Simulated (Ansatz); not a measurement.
# Pt (Fm-3m) in Ansatz: a series of runs

Runs on Pt. Level: PBE. Tasks: single point, relaxation of cell and atoms.

Everything below comes from runs of Ansatz 0.2.0. Logs are shortened: lines on timing, memory, paths and dates and some standing lists are left out, and cuts for length are marked.

**1. The structure**

It takes space group Fm-3m (No. 225, cubic). The conventional cell has a = 3.922 Å, b = 3.922 Å, c = 3.922 Å, α = 90.00°, β = 90.00°, γ = 90.00°. Pt (site symmetry m-3m) is surrounded by 12 Pt at 2.77 Å.

**2. Single point, PBE**

Contents of input.yaml:

```yaml
crystal:
  lattice:
    - [0.0, 1.9609, 1.9609]
    - [1.9609, 0.0, 1.9609]
    - [1.9609, 1.9609, 0.0]
  atoms:
    - { symbol: Pt, position: [0.0, 0.0, 0.0] }
kpoints:
  mp_grid: { grid: [12, 12, 12] }
scf:
  occupations: { method: gaussian, width: 0.014 }
hamiltonian:
  xc: pbe
  pseudopotentials: { kind: all_electron, lapw: { basis_error: 0.001 } }
output:
  forces: true
  stress: true
  eigenvalues: true
```

Potentials or basis: all-electron LAPW, scalar-relativistic.

Command:

```
ansatz run input.yaml --threads 1 --pin off --max-ram 3072MiB --backend cpu --events-out ev --progress --plain --runs-dir out
```

What it wrote:

```text
Warning: RAYON_NUM_THREADS=1 ignored (pool sized by the plan → 1); use --threads N
LAPW: plane waves up to 8.422 Å⁻¹, error target 1.0e-3 eV per atom; small_component_spin mean_spin; Pt in spheres of 1.387 Å, 42 of its electrons in bands, Dirac shells [] (how accurate: hamiltonian.pseudopotentials.lapw.basis_error, Limitations)
Engine: ansatz 0.2.0, aarch64-unknown-linux-gnu
Pseudopotentials: kind: all_electron
Pseudopotential: Pt, LAPW, valence charge 42, lapw/all_electron/scalar/gaussian/Pt, Koelling and Harmon's equation, gaussian nucleus
Functional definition: PBE
  parameter kappa = 0.804
  parameter beta = 0.06672455060314922
  exchange = pbe_x(kappa = kappa, mu = beta*pi^2/3)
  correlation = pbe_c(beta = beta)
Crystal: 1 atoms, lattice volume = 15.080 Å³
Basis set: ecut = 270.26633449681515 eV, 169 PW (Γ), exchange–correlation at level 2
Bands: 26, of which v1, the nominal top of the filled ones, is band 21 counted from 1 (20 counted from 0)
Symmetry: 48 space group operations
Space group: Fm-3m (ITA 225), of the structure as read, at distance tolerance 2.5e-5 Å
k-points: 72 of 1728
Non-local potential: Pt, projectors of the file, none
Initial density: superposition of atomic densities (chi_scale 0.1, normalization cell)
Initial wavefunctions: plane waves of lowest kinetic energy (no species holds an atomic orbital)
Functional: x = pbe(κ = 0.804, μ = 0.2195149727645171), c = pbe(β = 0.06672455060314922)
iter 1 solved again at ethr=1.69e-4 eV; its pass at ethr=1.00e-1 eV (dr2=7.10e-2 eV) is discarded
SCF iter   1: F=—  HF=-500957.635561 eV  |F-HF|=—  |Δ(HF+E_count)|=         —  Δρ=3.03e-2  dr2=7.13e-2  ethr=1.69e-4  ⟨swp⟩=3.0  Hψ=11867  notcnv=0
preconditioner: auto → Kerker (q_TF=auto, 3.236 Å⁻¹)  [metal: Δε(μ)=0.003 eV  Ē_g=15.868 eV  σ=0.014 eV  W_gap=0.13  n_scr=14 (ndim 8)  ℏωp=30.2 eV  f_vac=0.005  D(μ)=6.62/eV (n_scr^D=168)]
iter 2 solved again at ethr=1.55e-5 eV; its pass at ethr=1.69e-4 eV (dr2=6.52e-3 eV) is discarded
SCF iter   2: F=—  HF=-500957.326054 eV  |F-HF|=—  |Δ(HF+E_count)|=   3.10e-1  Δρ=7.68e-3  dr2=6.52e-3  ethr=1.55e-5  ⟨swp⟩=2.0  Hψ=9859  notcnv=0
SCF iter   3: F=—  HF=-500957.308083 eV  |F-HF|=—  |Δ(HF+E_count)|=         —  Δρ=7.47e-3  dr2=6.34e-3  ethr=1.55e-5  ⟨swp⟩=2.0  Hψ=5757  notcnv=0
the basis was enlarged: its passes take 464.5 KiB over the memory plan, 1 of 1 planned eigensolver slots
SCF iter   4: F=—  HF=-500957.306763 eV  |F-HF|=—  |Δ(HF+E_count)|=   1.32e-3  Δρ=4.60e-3  dr2=2.81e-3  ethr=1.51e-5  ⟨swp⟩=2.0  Hψ=5431  notcnv=0
SCF iter   5: F=—  HF=-500957.306557 eV  |F-HF|=—  |Δ(HF+E_count)|=   2.06e-4  Δρ=2.03e-3  dr2=6.60e-4  ethr=6.69e-6  ⟨swp⟩=2.0  Hψ=5314  notcnv=0
SCF iter   6: F=—  HF=-500957.306640 eV  |F-HF|=—  |Δ(HF+E_count)|=   8.32e-5  Δρ=3.29e-4  dr2=1.58e-5  ethr=1.57e-6  ⟨swp⟩=2.0  Hψ=5412  notcnv=0
SCF iter   7: F=—  HF=-500957.306640 eV  |F-HF|=—  |Δ(HF+E_count)|=   1.57e-7  Δρ=7.52e-5  dr2=6.27e-7  ethr=3.75e-8  ⟨swp⟩=2.0  Hψ=5411  notcnv=0
SCF iter   8: F=-500957.306640 eV  HF=-500957.306640 eV  |F-HF|=3.61e-9  |Δ(HF+E_count)|=   3.96e-9  Δρ=1.46e-5  dr2=2.66e-8  ethr=1.49e-9  ⟨swp⟩=2.0  Hψ=5413  notcnv=0  defer=1
SCF 1 converged in 8 iterations: F = -500957.306640 eV  dr2 = 2.66e-8
SCF converged after 8 iterations
Free energy (F): -500957.306640 eV
Harris-Foulkes:  -500957.306640 eV  (|F-HF|=3.61e-9)
Internal energy: -500957.305954 eV  (E = F + TS)
E sigma→0 (E₀):  -500957.306297 eV
Entropy (-TS):   -0.000686 eV (-0.686 meV/atom)
Fermi energy:    28.921733 eV
--- Per-component energies (eV) ---
  E_band       = -3305.944097
  E_kinetic    = 568891.132246
  E_xc         = -9694.379203
  E_electrostatic = -1060154.058997  (all electrons and nuclei)
  E_smearing   = -0.000686  (= −TS)
  E_closure    = 0.000000  (closes the sum)
  E_atoms      = -500951.217831  (free atoms, spherical and without spin; not in F)
  Σ components = -500957.306640   (vs F -500957.306640, Δ=0.00e0)
  Basis errors (estimates in eV, not in F): energy 2.1e-4 per atom: plane waves 1.7e-4 (1.2e-4 summed), levels above the bands 0.0e0, relativity 7.4e-8, radial functions 4.0e-5, core shells 1.0e-7; eigenvalues (radial functions only) 4.8e-6; not estimated: angular momenta, meshes, grids; target (lapw.basis_error) 1.0e-3; muffin-tin radii Pt 1.387 Å
--- Forces (eV/Å), atoms counted from 1 ---
  atom   1  Pt     0.00000000    -0.00000000     0.00000000
  max |Σ_I F_I| component: 1.54e-32 eV/Å
--- Stress (GPa, compression-positive) ---
       10.158315       0.000000      -0.000000
        0.000000      10.158315       0.000000
       -0.000000       0.000000      10.158315
  P = ⅓ Tr σ = 10.1583 GPa (101.583 kbar)
--- Band table (eV; the first three rows and the last of 72) ---
  k-point 0: bands = ["-274.3596", "-274.3596", "-274.3596", "-274.3234", "-274.3234", "-69.5993", "-38.1135", "-38.0839", "-38.0839", "-38.0839", "-38.0666", "-38.0666", "-38.0666", "-23.5924", "-23.5924", "-23.5924", "18.6575", "25.1002", "25.1002", "25.1002", "27.2618", "27.2618", "43.4920", "48.4407", "48.4407", "48.4407"]
  k-point 1: bands = ["-274.3596", "-274.3596", "-274.3596", "-274.3234", "-274.3234", "-69.5971", "-38.1133", "-38.0841", "-38.0841", "-38.0839", "-38.0666", "-38.0665", "-38.0665", "-23.6250", "-23.5971", "-23.5971", "18.9362", "24.9791", "25.2084", "25.2084", "27.2036", "27.2036", "43.9162", "47.1226", "48.8641", "48.8641"]
  k-point 2: bands = ["-274.3596", "-274.3596", "-274.3596", "-274.3234", "-274.3234", "-69.5910", "-38.1130", "-38.0848", "-38.0848", "-38.0838", "-38.0667", "-38.0662", "-38.0662", "-23.7134", "-23.6098", "-23.6098", "19.7084", "24.7374", "25.4285", "25.4285", "27.1568", "27.1568", "44.7662", "44.9127", "50.0422", "50.0422"]
  k-point 71: bands = ["-274.3596", "-274.3596", "-274.3596", "-274.3234", "-274.3234", "-69.5549", "-38.1108", "-38.0872", "-38.0872", "-38.0864", "-38.0654", "-38.0654", "-38.0653", "-23.9081", "-23.9081", "-23.7752", "23.2142", "24.3306", "24.3306", "26.8854", "29.4040", "36.0237", "37.1775", "37.1775", "40.9376", "53.3004"]
```

Run time: 7.6 s. Hardware: 1 thread of Arm Neoverse V2, shared host; peak memory 0.29 GiB.

What came out:

* Free energy: -500957.3066 eV
* Pressure: 10.2 GPa
* Band gap on the k mesh: none (metal or under the smearing width)

The run has no spin-orbit coupling, so splittings on Pt are missing.

**3. Single point, PBE**

Changes to input.yaml since step 2:

```diff
@@ -10,3 +10,3 @@
 scf:
-  occupations: { method: gaussian, width: 0.014 }
+  occupations: { method: gaussian, width: 0.024 }
 hamiltonian:
```

Potentials or basis: all-electron LAPW, scalar-relativistic.

Command:

```
ansatz run input.yaml --threads 1 --pin off --max-ram 3072MiB --backend cpu --events-out ev --progress --plain --runs-dir out
```

What it wrote:

```text
Warning: RAYON_NUM_THREADS=1 ignored (pool sized by the plan → 1); use --threads N
LAPW: plane waves up to 8.422 Å⁻¹, error target 1.0e-3 eV per atom; small_component_spin mean_spin; Pt in spheres of 1.387 Å, 42 of its electrons in bands, Dirac shells [] (how accurate: hamiltonian.pseudopotentials.lapw.basis_error, Limitations)
[... 8 set-up lines as earlier in the session ...]
Crystal: 1 atoms, lattice volume = 15.080 Å³
Basis set: ecut = 270.26633449681515 eV, 169 PW (Γ), exchange–correlation at level 2
Bands: 26, of which v1, the nominal top of the filled ones, is band 21 counted from 1 (20 counted from 0)
[... 2 set-up lines as earlier in the session ...]
k-points: 72 of 1728
[... 4 set-up lines as earlier in the session ...]
iter 1 solved again at ethr=1.69e-4 eV; its pass at ethr=1.00e-1 eV (dr2=7.10e-2 eV) is discarded
SCF iter   1: F=—  HF=-500957.636064 eV  |F-HF|=—  |Δ(HF+E_count)|=         —  Δρ=3.03e-2  dr2=7.13e-2  ethr=1.69e-4  ⟨swp⟩=3.0  Hψ=11867  notcnv=0
preconditioner: auto → Kerker (q_TF=auto, 3.236 Å⁻¹)  [metal: Δε(μ)=0.003 eV  Ē_g=15.868 eV  σ=0.024 eV  W_gap=0.08  n_scr=14 (ndim 8)  ℏωp=30.2 eV  f_vac=0.005  D(μ)=4.49/eV (n_scr^D=112)]
iter 2 solved again at ethr=1.55e-5 eV; its pass at ethr=1.69e-4 eV (dr2=6.52e-3 eV) is discarded
SCF iter   2: F=—  HF=-500957.326621 eV  |F-HF|=—  |Δ(HF+E_count)|=   3.09e-1  Δρ=7.68e-3  dr2=6.52e-3  ethr=1.55e-5  ⟨swp⟩=2.0  Hψ=9697  notcnv=0
SCF iter   3: F=—  HF=-500957.308650 eV  |F-HF|=—  |Δ(HF+E_count)|=         —  Δρ=7.46e-3  dr2=6.34e-3  ethr=1.55e-5  ⟨swp⟩=2.0  Hψ=5633  notcnv=0
the basis was enlarged: its passes take 464.5 KiB over the memory plan, 1 of 1 planned eigensolver slots
SCF iter   4: F=—  HF=-500957.307328 eV  |F-HF|=—  |Δ(HF+E_count)|=   1.32e-3  Δρ=4.60e-3  dr2=2.81e-3  ethr=1.51e-5  ⟨swp⟩=2.0  Hψ=5253  notcnv=0
SCF iter   5: F=—  HF=-500957.307119 eV  |F-HF|=—  |Δ(HF+E_count)|=   2.09e-4  Δρ=2.03e-3  dr2=6.60e-4  ethr=6.69e-6  ⟨swp⟩=2.0  Hψ=5244  notcnv=0
SCF iter   6: F=—  HF=-500957.307202 eV  |F-HF|=—  |Δ(HF+E_count)|=   8.29e-5  Δρ=3.27e-4  dr2=1.55e-5  ethr=1.57e-6  ⟨swp⟩=2.0  Hψ=5412  notcnv=0
SCF iter   7: F=—  HF=-500957.307201 eV  |F-HF|=—  |Δ(HF+E_count)|=   2.64e-7  Δρ=7.37e-5  dr2=6.01e-7  ethr=3.70e-8  ⟨swp⟩=2.0  Hψ=5413  notcnv=0
SCF iter   8: F=-500957.307201 eV  HF=-500957.307201 eV  |F-HF|=3.73e-9  |Δ(HF+E_count)|=   1.63e-9  Δρ=1.43e-5  dr2=2.57e-8  ethr=1.43e-9  ⟨swp⟩=2.0  Hψ=5415  notcnv=0  defer=1
SCF 1 converged in 8 iterations: F = -500957.307201 eV  dr2 = 2.57e-8
SCF converged after 8 iterations
Free energy (F): -500957.307201 eV
Harris-Foulkes:  -500957.307201 eV  (|F-HF|=3.73e-9)
Internal energy: -500957.305726 eV  (E = F + TS)
E sigma→0 (E₀):  -500957.306464 eV
Entropy (-TS):   -0.001476 eV (-1.476 meV/atom)
Fermi energy:    28.921436 eV
--- Per-component energies (eV) ---
  E_band       = -3305.936522
  E_kinetic    = 568891.134927
  E_xc         = -9694.379772
  E_electrostatic = -1060154.060881  (all electrons and nuclei)
  E_smearing   = -0.001476  (= −TS)
  E_closure    = 0.000000  (closes the sum)
  E_atoms      = -500951.217831  (free atoms, spherical and without spin; not in F)
  Σ components = -500957.307201   (vs F -500957.307201, Δ=0.00e0)
  Basis errors (estimates in eV, not in F): energy 2.1e-4 per atom: plane waves 1.7e-4 (1.2e-4 summed), levels above the bands 0.0e0, relativity 7.3e-8, radial functions 4.1e-5, core shells 1.0e-7; eigenvalues (radial functions only) 4.8e-6; not estimated: angular momenta, meshes, grids; target (lapw.basis_error) 1.0e-3; muffin-tin radii Pt 1.387 Å
--- Forces (eV/Å), atoms counted from 1 ---
  atom   1  Pt    -0.00000000     0.00000000     0.00000000
  max |Σ_I F_I| component: 4.31e-32 eV/Å
--- Stress (GPa, compression-positive) ---
       10.167504       0.000000      -0.000000
        0.000000      10.167504       0.000000
       -0.000000       0.000000      10.167504
  P = ⅓ Tr σ = 10.1675 GPa (101.675 kbar)
--- Band table (eV; the first three rows and the last of 72) ---
  k-point 0: bands = ["-274.3595", "-274.3595", "-274.3595", "-274.3230", "-274.3230", "-69.5991", "-38.1135", "-38.0837", "-38.0837", "-38.0837", "-38.0663", "-38.0663", "-38.0663", "-23.5923", "-23.5923", "-23.5923", "18.6575", "25.1001", "25.1001", "25.1001", "27.2621", "27.2621", "43.4917", "48.4409", "48.4409", "48.4409"]
  k-point 1: bands = ["-274.3595", "-274.3595", "-274.3595", "-274.3230", "-274.3230", "-69.5969", "-38.1134", "-38.0839", "-38.0839", "-38.0837", "-38.0663", "-38.0662", "-38.0662", "-23.6249", "-23.5970", "-23.5970", "18.9362", "24.9791", "25.2084", "25.2084", "27.2039", "27.2039", "43.9159", "47.1228", "48.8643", "48.8643"]
  k-point 2: bands = ["-274.3595", "-274.3595", "-274.3595", "-274.3230", "-274.3230", "-69.5908", "-38.1130", "-38.0846", "-38.0846", "-38.0836", "-38.0663", "-38.0659", "-38.0659", "-23.7133", "-23.6097", "-23.6097", "19.7084", "24.7373", "25.4284", "25.4284", "27.1571", "27.1571", "44.7663", "44.9125", "50.0424", "50.0424"]
  k-point 71: bands = ["-274.3595", "-274.3595", "-274.3595", "-274.3230", "-274.3230", "-69.5547", "-38.1108", "-38.0871", "-38.0871", "-38.0862", "-38.0651", "-38.0651", "-38.0649", "-23.9079", "-23.9079", "-23.7750", "23.2144", "24.3305", "24.3305", "26.8857", "29.4040", "36.0238", "37.1775", "37.1775", "40.9379", "53.3003"]
```

Wall time 7.7 s (1 thread of Arm Neoverse V2, shared host); peak memory 0.29 GiB.

Results:

- Free energy: -500957.3072 eV
- Pressure: 10.2 GPa
- Band gap on the k mesh: none (metal or under the smearing width)

**4. Relaxation of cell and atoms, PBE**

Changes to input.yaml since step 3:

```diff
@@ -10,3 +10,3 @@
 scf:
-  occupations: { method: gaussian, width: 0.024 }
+  occupations: { method: fermi_dirac, width: 0.05 }
 hamiltonian:
@@ -17,2 +17,5 @@
   stress: true
-  eigenvalues: true
+relax:
+  f_tol: 0.02
+  max_steps: 60
+  cell: {}
```

Command:

```
ansatz run input.yaml --threads 1 --pin off --max-ram 3072MiB --backend cpu --events-out ev --progress --plain --runs-dir out
```

It took 26 s on 1 thread of Arm Neoverse V2, shared host; peak memory 0.3 GiB.

The run converged. Its results:

```yaml
Free_energy: -500957.3340 eV
Relaxed_volume: 15.65 Å³/atom
Relaxed_cell: a = 2.808 Å, b = 2.808 Å, c = 2.808 Å, α = 60.00°, β = 60.00°, γ = 60.00°
Space_group_after_relaxing_to_0.05_Å: Fm-3m (No. 225)
Energy_gained_by_relaxing: 17.5 meV/atom
Ionic_steps: 5
Pressure_after_relaxing: 0.0 GPa
```

Step by step:
| step | energy change (eV) | largest force (eV/Å) | volume (Å³) |
| --- | --- | --- | --- |
| 1 | 0.0000 | 0.0000 | 15.08 |
| 2 | -0.0172 | 0.0000 | 15.73 |
| 3 | -0.0175 | 0.0000 | 15.66 |
| 4 | -0.0175 | 0.0000 | 15.65 |
| 5 | -0.0175 | 0.0000 | 15.65 |

Final structure:
```
Pt
1.0
     0.00000    1.98538    1.98538
     1.98538    0.00000    1.98538
     1.98538    1.98538    0.00000
Pt
1
Direct
  0.00000 0.00000 0.00000
```

**5. Overview**

| task | cell | cutoff (eV) | smearing | gap on the mesh (eV) | pressure (GPa) |
| --- | --- | --- | --- | --- | --- |
| single point | as given | 270 | gaussian 0.014 eV | none | 10.2 |
| single point | as given | 270 | gaussian 0.024 eV | none | 10.2 |
| relaxation of cell and atoms | relaxed | - | fermi-dirac 0.05 eV | - | 0.0 |

Alike in all rows: level PBE; potentials or basis all-electron LAPW, scalar-relativistic; no spin polarisation; k mesh 12 × 12 × 12; basis error allowed 0.001 eV/atom.

Compare energies only between runs with the same functional and basis.
